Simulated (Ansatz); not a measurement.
The system is BaS.

```xyz
2
Lattice="0.0000 3.1938 3.1938 3.1938 0.0000 3.1938 3.1938 3.1938 0.0000" Properties=species:S:1:pos:R:3 pbc="T T T"
Ba    0.0000    0.0000    0.0000
S     3.1938    3.1938    3.1938
```

Base run:

| Property | Result |
| --- | --- |
| Program | Ansatz 0.2.0 |
| Functional | LDA |
| Potentials or basis | Ansatz PAW |
| Cutoff | 420 eV (not typed: the program's choice for these potentials) |
| k mesh | 7 × 7 × 7 |
| Occupations | fermi-dirac, width 0.05 eV |
| Spin | no spin polarisation |

Its results: band gap on the k mesh 2.07 eV, indirect (least direct gap 2.18 eV); pressure -2.5 GPa.

Question: The run is repeated on the same cell with these changes: functional from LDA to r2SCAN; cutoff from 420 eV (not typed: the program's choice for these potentials) to 500 eV (not typed: the program's choice for these potentials). What comes out?

Answer: Band gap on the k mesh 2.61 eV, indirect (least direct gap 2.73 eV); pressure 0.8 GPa.

r2SCAN gives the wider gap, since meta-GGAs in the generalised Kohn-Sham scheme recover part of the derivative discontinuity.

Caveats: the k mesh misses the band edges, so the gap on the mesh is wider than the one along the path; spin-orbit coupling is left out, which moves the levels of the heavy elements; the PAW data sets come from PBE, with cores solved anew for the run's functional, which leaves a small shift of forces and pressure.
